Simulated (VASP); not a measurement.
Energy against volume of ZnTe (zinc blende). Level of theory: rev-vdW-DF2, VASP's PBE PAW potentials (set 64) (plane waves; VASP 6.6.1). Settings: 520 eV cut-off, 8×8×8 Γ-centred mesh, Gaussian smearing of 0.050 eV, potentials Zn Te.

```json
[
 {"V (Å³/atom)": "28.038", "E (eV/atom)": "-0.36703"},
 {"V (Å³/atom)": "28.905", "E (eV/atom)": "-0.37101"},
 {"V (Å³/atom)": "29.773", "E (eV/atom)": "-0.36752"},
 {"V (Å³/atom)": "30.640", "E (eV/atom)": "-0.35773"}
]
```

Task: Fit these four points and predict the energy of the run at 27.171 Å³/atom.

Result: A cubic in V^(−2/3), the third-order Birch-Murnaghan form, passes through the four points with V0 = 28.91 Å³/atom and B0 = 46 GPa, and gives -0.3542 eV/atom there. The run gave -0.3542 eV/atom, +0.0 meV/atom from the fit; all five points give B0 = 46 GPa.

The compound is ZnTe in the zinc blende structure. It was relaxed first.
